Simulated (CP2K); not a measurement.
# Zn (P6_3/mmc) in CP2K: a series of runs

Runs on Zn. Level: PBE. Tasks: band structure.

Program: CP2K 2026.2. These are calculated values, not measurements. Logs are shortened: lines on timing, memory, paths and dates and some standing lists are left out, and cuts for length are marked.

## (1) The crystal as given

It takes space group P6_3/mmc (No. 194, hexagonal). The conventional cell has a = 2.670 Å, b = 2.670 Å, c = 4.966 Å, α = 90.00°, β = 90.00°, γ = 120.00°. Zn (site symmetry -6m2) has 12 Zn at 2.67 to 2.92 Å as nearest neighbours.

## (2) Band structure, PBE

File zn_bands.inp:

```
&GLOBAL
  PROJECT zn_bands
  RUN_TYPE ENERGY_FORCE
  PRINT_LEVEL LOW
&END GLOBAL
&FORCE_EVAL
  METHOD QS
  STRESS_TENSOR ANALYTICAL
  &DFT
    BASIS_SET_FILE_NAME BASIS_MOLOPT
    POTENTIAL_FILE_NAME GTH_POTENTIALS
    &MGRID
      CUTOFF 450
      REL_CUTOFF 60
      NGRIDS 5
    &END MGRID
    &QS
      METHOD GPW
      EPS_DEFAULT 1.0E-9
    &END QS
    &KPOINTS
      SCHEME MONKHORST-PACK 11 11 6
      GAMMA_CENTERED T
      SYMMETRY T
      SYMMETRY_BACKEND SPGLIB
    &END KPOINTS
    &SCF
      SCF_GUESS ATOMIC
      EPS_SCF 1.0E-6
      MAX_SCF 100
      ADDED_MOS 6
      CHOLESKY OFF
      EPS_EIGVAL 1.0E-7
      &DIAGONALIZATION ON
        ALGORITHM STANDARD
      &END DIAGONALIZATION
      &MIXING ON
        METHOD BROYDEN_MIXING
        ALPHA 0.4
        BETA 1.5
        NBUFFER 8
      &END MIXING
      &SMEAR ON
        METHOD FERMI_DIRAC
        ELECTRONIC_TEMPERATURE 580.23
      &END SMEAR
    &END SCF
    &XC
      &XC_FUNCTIONAL
        &GGA_X_PBE
        &END GGA_X_PBE
        &GGA_C_PBE
        &END GGA_C_PBE
      &END XC_FUNCTIONAL
    &END XC
    &PRINT
      &KPOINTS ON
      &END KPOINTS
      &MULLIKEN ON
      &END MULLIKEN
      &MO ON
        ENERGIES T
        OCCUPATION_NUMBERS T
        &EACH
          QS_SCF 0
        &END EACH
        ADD_LAST NUMERIC
      &END MO
      &BAND_STRUCTURE
        FILE_NAME bands.bs
        ADDED_MOS 2
        &KPOINT_SET
          UNITS B_VECTOR
          NPOINTS 10
          SPECIAL_POINT GAMMA 0.00000000 0.00000000 0.00000000
          SPECIAL_POINT M 0.50000000 0.00000000 0.00000000
          SPECIAL_POINT K 0.33333333 0.33333333 0.00000000
          SPECIAL_POINT GAMMA 0.00000000 0.00000000 0.00000000
          SPECIAL_POINT A 0.00000000 0.00000000 0.50000000
          SPECIAL_POINT L 0.50000000 0.00000000 0.50000000
          SPECIAL_POINT H 0.33333333 0.33333333 0.50000000
          SPECIAL_POINT A 0.00000000 0.00000000 0.50000000
        &END KPOINT_SET
        &KPOINT_SET
          UNITS B_VECTOR
          NPOINTS 10
          SPECIAL_POINT L 0.50000000 0.00000000 0.50000000
          SPECIAL_POINT M 0.50000000 0.00000000 0.00000000
        &END KPOINT_SET
        &KPOINT_SET
          UNITS B_VECTOR
          NPOINTS 10
          SPECIAL_POINT K 0.33333333 0.33333333 0.00000000
          SPECIAL_POINT H 0.33333333 0.33333333 0.50000000
        &END KPOINT_SET
      &END BAND_STRUCTURE
    &END PRINT
  &END DFT
  &SUBSYS
    &CELL
      A 2.6700000000 0.0000000000 0.0000000000
      B -1.3350000000 2.3122878281 0.0000000000
      C 0.0000000000 0.0000000000 4.9660000000
      PERIODIC XYZ
    &END CELL
    &COORD
      Zn  1.3350000001 0.7707626093 3.7245000000
      Zn  -0.0000000001 1.5415252188 1.2415000000
    &END COORD
    &KIND Zn
      BASIS_SET SZV-MOLOPT-SR-GTH-q12
      POTENTIAL GTH-PBE-q12
    &END KIND
    &PRINT
      &ATOMIC_COORDINATES ON
      &END ATOMIC_COORDINATES
      &CELL ON
      &END CELL
    &END PRINT
  &END SUBSYS
  &PRINT
    &FORCES ON
    &END FORCES
    &STRESS_TENSOR ON
    &END STRESS_TENSOR
  &END PRINT
&END FORCE_EVAL
```

Potentials or basis: GTH_POTENTIALS Zn GTH-PBE-q12; SZV-MOLOPT-SR-GTH basis.

On the command line:

```console
$ OMP_NUM_THREADS=1 cp2k.psmp -i zn_bands.inp -o zn_bands.out
```

zn_bands.out:

```text

 CP2K| version string:                                       CP2K version 2026.2
 CP2K| Input file name                                              zn_bands.inp

 GLOBAL| Force Environment number                                              1
 GLOBAL| Basis set file name                                        BASIS_MOLOPT
 GLOBAL| Potential file name                                      GTH_POTENTIALS
 GLOBAL| MM Potential file name                                     MM_POTENTIAL
 GLOBAL| Coordinate file name                                      __STD_INPUT__
 GLOBAL| Method name                                                        CP2K
 GLOBAL| Project name                                                   zn_bands
 GLOBAL| Run type                                                   ENERGY_FORCE
 GLOBAL| FFT library                                                       FFTW3
[... 8 lines left out ...]
 GLOBAL| CPU model name                                                  UNKNOWN

 CELL| Volume [angstrom^3]:                                            30.659133
 CELL| Vector a [angstrom]:       2.670     0.000     0.000   |a| =     2.670000
 CELL| Vector b [angstrom]:      -1.335     2.312     0.000   |b| =     2.670000
 CELL| Vector c [angstrom]:       0.000     0.000     4.966   |c| =     4.966000
 CELL| Angle (b,c), alpha [degree]:                                    90.000000
 CELL| Angle (a,c), beta  [degree]:                                    90.000000
 CELL| Angle (a,b), gamma [degree]:                                   120.000000
 CELL| Numerically orthorhombic:                                              NO
 CELL| Periodicity                                                           XYZ

 CELL_REF| Volume [angstrom^3]:                                        30.659133
 CELL_REF| Vector a [angstrom     2.670     0.000     0.000   |a| =     2.670000
 CELL_REF| Vector b [angstrom    -1.335     2.312     0.000   |b| =     2.670000
 CELL_REF| Vector c [angstrom     0.000     0.000     4.966   |c| =     4.966000
 CELL_REF| Angle (b,c), alpha [degree]:                                90.000000
 CELL_REF| Angle (a,c), beta  [degree]:                                90.000000
 CELL_REF| Angle (a,b), gamma [degree]:                               120.000000
 CELL_REF| Numerically orthorhombic:                                          NO
 CELL_REF| Periodicity                                                       XYZ
[... 9 lines left out ...]
 TOTAL NUMBERS AND MAXIMUM NUMBERS

  Total number of            - Atomic kinds:                                   1
                             - Atoms:                                          2
                             - Shell sets:                                     2
                             - Shells:                                         6
                             - Primitive Cartesian functions:                 12
                             - Cartesian basis functions:                     20
                             - Spherical basis functions:                     18

  Maximum angular momentum of the orbital basis functions:                     2

 MODULE QUICKSTEP: ATOMIC COORDINATES IN ANGSTROM

   Atom Kind Element         X             Y             Z       Z(eff)     Mass
      1    1 Zn   30      1.335000      0.770763      3.724500  12.0000  65.3800
      2    1 Zn   30     -0.000000      1.541525      1.241500  12.0000  65.3800

 SCF PARAMETERS         Density guess:                                    ATOMIC
[... 9 lines left out ...]
                        --------------------------------------------------------
                        level_shift [a.u.]:                             0.000000
                        added MOs                                         6    0
                        --------------------------------------------------------
                        Mixing method:                            BROYDEN_MIXING
                                                charge density mixing in g-space
                        --------------------------------------------------------
                        Smear method:                                FERMI_DIRAC
                        Electronic temperature [K]:                        580.2
                        Electronic temperature [a.u.]:                  1.84E-03
                        Accuracy threshold:                             1.00E-10
                        --------------------------------------------------------
                        No outer SCF

 *******************************************************************************
                                    Kpoints
 *******************************************************************************
 BRILLOUIN| K-point scheme                                        Monkhorst-Pack
 BRILLOUIN| K-Point grid                                            11   11    6
[... 64 lines left out ...]
     1 NoMix/Diag. 0.40E+00    1.0     1.33723389      -121.1723131902 -1.21E+02
     2 Broy./Diag. 0.40E+00    1.1     0.00662730      -121.6002489701 -4.28E-01
     3 Broy./Diag. 0.40E+00    1.1     0.01375742      -121.1962327987  4.04E-01
     4 Broy./Diag. 0.40E+00    1.1     0.00126213      -121.0269156236  1.69E-01
     5 Broy./Diag. 0.40E+00    1.1     0.00059730      -121.0292771185 -2.36E-03
     6 Broy./Diag. 0.40E+00    1.1     0.00015386      -121.0384987797 -9.22E-03
     7 Broy./Diag. 0.40E+00    1.1     0.00008772      -121.0382928667  2.06E-04
     8 Broy./Diag. 0.40E+00    1.0     0.00004762      -121.0370043750  1.29E-03
     9 Broy./Diag. 0.40E+00    1.1     0.00000588      -121.0368826031  1.22E-04
    10 Broy./Diag. 0.40E+00    1.1     0.00000254      -121.0369363779 -5.38E-05
    11 Broy./Diag. 0.40E+00    1.1     0.00000068      -121.0369222463  1.41E-05

  *** SCF run converged in    11 steps ***

  Electronic density on regular grids:        -23.9999987651        0.0000012349
  Core density on regular grids:               23.9999999781       -0.0000000219
  Total charge density on r-space grids:        0.0000012130
  Total charge density g-space grids:           0.0000012130

  Overlap energy of the core charge distribution:               0.00000000045526
  Self energy of the core charge distribution:               -159.30058829583709
  Core Hamiltonian energy:                                     50.94196953930511
  Hartree energy:                                               5.35845860233180
  Exchange-correlation energy:                                -18.03661777482112
  Electronic entropic energy:                                  -0.00014431701201
  Fermi energy:                                                 0.22802766484963

  Total energy:                                              -121.03692224627582
  Total energy (extrapolated to T->0):                       -121.03685008776982

 MO| EIGENVALUES AND OCCUPATION NUMBERS FOR K POINT 1
 MO|
 MO|  Index      Eigenvalue [a.u.]        Eigenvalue [eV]             Occupation
 MO|      1              -0.071648              -1.949640               2.000000
 MO|      2              -0.070353              -1.914400               2.000000
 MO|      3              -0.060528              -1.647056               2.000000
 MO|      4              -0.057953              -1.576971               2.000000
 MO|      5              -0.040186              -1.093515               2.000000
 MO|      6              -0.031352              -0.853144               2.000000
[... 47 lines left out ...]
 MO|      6              -0.040788              -1.109888               2.000000
[... 10 lines left out ...]
 MO|     17               0.566176              15.406430               0.000000
 MO|     18               0.793641              21.596083               0.000000
 MO| Sum:                                                              24.000000
 MO| E(Fermi):            0.228028 a.u.          6.204948 eV
 MO| Band gap:            0.201876 a.u.          5.493333 eV

 MO| EIGENVALUES AND OCCUPATION NUMBERS FOR K POINT 4
 MO|
 MO|  Index      Eigenvalue [a.u.]        Eigenvalue [eV]             Occupation
 MO|      1              -0.070945              -1.930498               2.000000
 MO|      2              -0.070944              -1.930480               2.000000
 MO|      3              -0.060479              -1.645707               2.000000
 MO|      4              -0.060478              -1.645703               2.000000
 MO|      5              -0.035811              -0.974475               2.000000
 MO|      6              -0.035810              -0.974452               2.000000
[... 250 lines left out ...]
 MO|     17               0.640165              17.419767               0.000000
 MO|     18               0.815547              22.192154               0.000000
 MO| Sum:                                                              24.000000
 MO| E(Fermi):            0.228028 a.u.          6.204948 eV

 [... the levels of further k-points ...]

 !-----------------------------------------------------------------------------!
                     Mulliken Population Analysis

 #  Atom  Element  Kind  Atomic population                           Net charge
       1     Zn       1         12.000002                             -0.000002
       2     Zn       1         11.999998                              0.000002
 # Total charge                             24.000000                  0.000000

 !-----------------------------------------------------------------------------!

 KPOINTS| Band Structure Calculation
 KPOINTS| Number of k-point sets                                               3
 KPOINTS| Number of added MOs/bands                                            2
 KPOINTS| Number of k-points in set    1                                      71
 KPOINTS| In units of b-vector [2pi/Bohr]
 KPOINTS| Special point     1       GAMMA     0.000000     0.000000     0.000000
 KPOINTS| Special point     2           M     0.500000     0.000000     0.000000
 KPOINTS| Special point     3           K     0.333333     0.333333     0.000000
 KPOINTS| Special point     4       GAMMA     0.000000     0.000000     0.000000
 KPOINTS| Special point     5           A     0.000000     0.000000     0.500000
 KPOINTS| Special point     6           L     0.500000     0.000000     0.500000
 KPOINTS| Special point     7           H     0.333333     0.333333     0.500000
 KPOINTS| Special point     8           A     0.000000     0.000000     0.500000
 KPOINTS| Number of k-points in set    2                                      11
 KPOINTS| In units of b-vector [2pi/Bohr]
 KPOINTS| Special point     1           L     0.500000     0.000000     0.500000
 KPOINTS| Special point     2           M     0.500000     0.000000     0.000000
 KPOINTS| Number of k-points in set    3                                      11
 KPOINTS| In units of b-vector [2pi/Bohr]
 KPOINTS| Special point     1           K     0.333333     0.333333     0.000000
 KPOINTS| Special point     2           H     0.333333     0.333333     0.500000

 ENERGY| Total FORCE_EVAL ( QS ) energy [hartree]           -121.036918742800040

 FORCES| Atomic forces [hartree/bohr]
 FORCES|   Atom     x               y               z               |f|
 FORCES|      1  1.45626778E-07 -8.61850235E-08  4.63347531E-09   1.69282267E-07
 FORCES|      2 -1.45624253E-07  8.61835695E-08 -4.63346755E-09   1.69279354E-07
 FORCES| Sum     2.52508408E-12 -1.45400285E-12  7.75104085E-15
 FORCES| Total atomic force                                       2.91380061E-12

 STRESS| Analytical stress tensor [bar]
 STRESS|                        x                   y                   z
 STRESS|      x        2.45084041205E+04   1.40286392187E+02  -9.88300291188E-07
 STRESS|      y        1.40286392187E+02   2.46494722149E+04  -6.83882952934E-07
 STRESS|      z       -9.88300291188E-07  -6.83882952934E-07   2.91606361891E+04
 STRESS| 1/3 Trace                                             2.61061708415E+04
 STRESS| Determinant                                           1.76159270866E+13

 STRESS| Eigenvectors and eigenvalues of the analytical stress tensor [bar]
 STRESS|                        1                   2                   3
 STRESS| Eigenvalues   2.44219180300E+04   2.47359583054E+04   2.91606361891E+04
 STRESS|      x           0.851235522582      0.524783846068     -0.000000000217
 STRESS|      y          -0.524783846068      0.851235522582     -0.000000000158
 STRESS|      z           0.000000000102      0.000000000249      1.000000000000
```

Wall time 14 s (1 thread of Arm Neoverse V1, shared host); peak memory 0.2 GiB.

Results:

| Item | Value |
| --- | --- |
| Free energy | -3293.5821 eV |
| Pressure | 2.6 GPa |
| Band gap on the k mesh | none (metal or under the smearing width) |

Levels at the corners of the path, in eV from the Fermi level:
| point | band 8 | band 9 | band 10 | band 11 | band 12 | band 13 | band 14 | band 15 | band 16 | band 17 |
| --- | --- | --- | --- | --- | --- | --- | --- | --- | --- | --- |
| Γ | -7.09 | -7.09 | -6.88 | -6.88 | -3.77 | -2.90 | 15.23 | 19.19 | 19.19 | 22.15 |
| M | -6.90 | -6.72 | -6.70 | -2.91 | -2.07 | 3.48 | 3.94 | 6.23 | 9.14 | 10.84 |
| K | -7.06 | -6.98 | -6.98 | 0.22 | 0.22 | 0.24 | 5.29 | 7.42 | 7.42 | 8.14 |
| Γ | -7.09 | -7.09 | -6.88 | -6.88 | -3.77 | -2.90 | 15.23 | 19.19 | 19.19 | 22.15 |
| A | -7.45 | -6.97 | -6.97 | -6.97 | -6.97 | 6.23 | 6.23 | 20.55 | 20.55 | 20.56 |
| L | -6.90 | -6.71 | -6.71 | -1.96 | -1.96 | 0.97 | 0.97 | 11.81 | 11.81 | 13.15 |
| H | -7.28 | -6.88 | -6.88 | 1.01 | 1.01 | 2.15 | 2.15 | 3.71 | 3.71 | 12.80 |
| A | -7.45 | -6.97 | -6.97 | -6.97 | -6.97 | 6.23 | 6.23 | 20.55 | 20.55 | 20.56 |
| L | -6.90 | -6.71 | -6.71 | -1.96 | -1.96 | 0.97 | 0.97 | 11.81 | 11.81 | 13.15 |
| M | -6.90 | -6.72 | -6.70 | -2.91 | -2.07 | 3.48 | 3.94 | 6.23 | 9.14 | 10.84 |
| K | -7.06 | -6.98 | -6.98 | 0.22 | 0.22 | 0.24 | 5.29 | 7.42 | 7.42 | 8.14 |
| H | -7.28 | -6.88 | -6.88 | 1.01 | 1.01 | 2.15 | 2.15 | 3.71 | 3.71 | 12.80 |

Caveat: a minimal basis gives rough bond lengths, pressures and levels; the basis of atomic orbitals isn't converged, which shifts pressures, moduli and gaps.

## (3) Band structure, PBE

Edit zn_bands.inp of step 2 so:

```diff
@@ -30,3 +30,3 @@
       MAX_SCF 100
-      ADDED_MOS 6
+      ADDED_MOS 10
       CHOLESKY OFF
@@ -110,3 +110,3 @@
     &KIND Zn
-      BASIS_SET SZV-MOLOPT-SR-GTH-q12
+      BASIS_SET DZVP-MOLOPT-SR-GTH-q12
       POTENTIAL GTH-PBE-q12
```

Potentials or basis: GTH_POTENTIALS Zn GTH-PBE-q12; DZVP-MOLOPT-SR-GTH basis.

On the command line:

```console
$ OMP_NUM_THREADS=1 cp2k.psmp -i zn_bands.inp -o zn_bands.out
```

Run time: 62 s. Hardware: 1 thread of Arm Neoverse V1, shared host; peak memory 0.28 GiB.

Results (log left out):

```yaml
Free_energy: -3294.0410 eV
Pressure: -0.1 GPa
Band_gap_on_the_k_mesh: none (metal or under the smearing width)
```

Stress tensor (GPa, compression positive):
```
 0.05  0.01  0.00
 0.01  0.07  0.00
 0.00  0.00 -0.50
```

Levels at the corners of the path, in eV from the Fermi level:
```
point  band 9  band 10  band 11  band 12  band 13  band 14  band 15  band 16
    Γ   -7.19    -6.99    -6.99    -3.51    -2.93    14.25    18.30    18.30
    M   -6.83    -6.81    -2.70    -2.03     2.74     3.69     4.33     6.00
    K   -7.08    -7.08     0.15     0.15     0.29     5.15     6.38     6.38
    Γ   -7.19    -6.99    -6.99    -3.51    -2.93    14.25    18.30    18.30
    A   -7.07    -7.07    -7.07    -7.07     4.76     4.76    19.69    19.69
    L   -6.82    -6.82    -1.74    -1.74     0.25     0.25    10.49    10.49
    H   -6.99    -6.99     1.09     1.09     1.96     1.96     2.28     2.28
    A   -7.07    -7.07    -7.07    -7.07     4.76     4.76    19.69    19.69
    L   -6.82    -6.82    -1.74    -1.74     0.25     0.25    10.49    10.49
    M   -6.83    -6.81    -2.70    -2.03     2.74     3.69     4.33     6.00
    K   -7.08    -7.08     0.15     0.15     0.29     5.15     6.38     6.38
    H   -6.99    -6.99     1.09     1.09     1.96     1.96     2.28     2.28
```

Caveat: the basis of atomic orbitals isn't converged, which shifts pressures, moduli and gaps.
